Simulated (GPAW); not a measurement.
Ta:

```
Ta
1.0
    -1.65128    1.65128    1.65128
     1.65128   -1.65128    1.65128
     1.65128    1.65128   -1.65128
Ta
1
Direct
  0.00000 0.00000 0.00000
```

Base run:

| Quantity | Value |
| --- | --- |
| Program | GPAW 26.7.0 |
| Functional | RPBE |
| Potentials or basis | the program's PAW data sets (release 1.2.1) made for this functional |
| Cutoff | 600 eV |
| Basis | pw |
| k mesh | 11 × 11 × 11 |
| Occupations | fermi-dirac, width 0.05 eV |
| Spin | no spin polarisation |

Its results: pressure 6.6 GPa.

**Question.** After a change of settings the same cell gave: pressure -9.5 GPa. Which change was it?
A. functional from RPBE to PBEsol; potentials or basis from the program's PAW data sets (release 1.2.1) made for this functional to PAW data sets generated in the run's folder for this functional
B. functional from RPBE to r2SCAN; potentials or basis from the program's PAW data sets (release 1.2.1) made for this functional to GPAW PAW data sets (gpaw-data 1.2.1)
C. functional from RPBE to LDA

**Answer.** C.

LDA binds more tightly than RPBE, so the same cell stands under less pressure.
